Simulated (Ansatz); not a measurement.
# Li2H: balancing the decomposition

Theory: DFT PBE, scalar-relativistic, plane waves, PAW in Ansatz. All cells share a 420 eV cutoff and Γ-centred k meshes spaced at most about 0.3 Å⁻¹ (about 0.25 or finer for metals, 2π included). No spin polarisation.

Energies over the elements count from the elements' standard structures at the same level (H₂ as a molecule), with no fitted energy shifts.

All energies are static (0 K, no zero-point motion). With hydrogen, zero-point motion can shift formation energies by some tens of meV/atom.

A trial structure of Li2H (reached from: random cell; relaxed: space group P-3m1 (No. 164), a = 2.837 Å, c = 4.988 Å) has a formation energy of -0.233 eV/atom. At its composition the lowest mixture among the elements and 1 reference phase computed alike (others may be missing) consists of these:

| phase | source | ΔE_f (eV/atom) |
| --- | --- | --- |
| Li (solid) | element | -0.004 |
| LiH (Fm-3m) | textbook type | -0.417 |

The lowest database cell of Li (-0.004) lies slightly below the reference, hence the non-zero entry.

Problem. Write the balanced decomposition and find its energy per atom, per formula unit and per mole of formula units.

Solution. Balancing Li and H gives Li2H → Li + LiH. The left side holds 3 atoms, and the products take 1/3 (Li) and 2/3 (LiH) of them. The mixture therefore lies at 1/3 × (-0.004) + 2/3 × (-0.417) = -0.279 eV/atom. The reaction energy is -0.279 − (-0.233) = -0.046 eV/atom. Times 3 atoms that is -0.138 eV per Li2H, and times 96.485 it is -13 kJ per mole of Li2H. Decomposition is downhill, so the trial structure is unstable against this mixture.
